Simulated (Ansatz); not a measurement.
**Stress against strain in HfC**

```
CELL_PARAMETERS angstrom
0.00000 2.32500 2.32500
2.32500 0.00000 2.32500
2.32500 2.32500 0.00000
ATOMIC_POSITIONS crystal
Hf 0.50000 0.50000 0.50000
C 0.00000 0.00000 0.00000
```

Atoms are numbered in the order listed.

The cell is COD entry 1539502, as deposited and not checked against the literature; nothing was relaxed.

Spin–orbit coupling is left out, though it moves levels of the heavy atoms by tenths of an eV or more.

These are results of Ansatz 0.2.0, DFT, PBE, all-electron LAPW, scalar-relativistic, not measurements.

Settings: a Γ-centred 15×15×15 k mesh, Fermi–Dirac smearing of 0.05 eV, basis error target 1 meV/atom, no spin polarisation.

The strain is applied along the Cartesian axes of the cell as listed (γ is the engineering shear, twice εxy = εyz = εzx). Fractional coordinates are held (clamped ions).

σ is the change of stress from the unstrained cell, which is at 0.25 GPa; tension is positive, so slopes are stress–strain coefficients at that pressure. In a metal the k mesh adds noise.

Only quantities that a quadratic follows smoothly over the whole series are listed; rougher ones are left out.

| γ | σxy (GPa) |
| --- | --- |
| -0.0300 | -4.82 |
| -0.0200 | -3.24 |
| -0.0100 | -1.64 |
| 0.0000 | 0.00 |
| 0.0100 | 1.70 |
| 0.0300 | 5.31 |

**Question.** Fit the series and read off the stiffness at zero strain.

**Answer.** Least-squares fits y = p0 + p1 x + p2 x² to the rows give σxy (GPa): p1 = 168, p2 = 270. So C44 (clamped ions) = 168 GPa.

**Question.** One run, at γ = 0.0200, is withheld. Predict its row.

**Answer.** The fits give 3.48; the run gave 3.46.
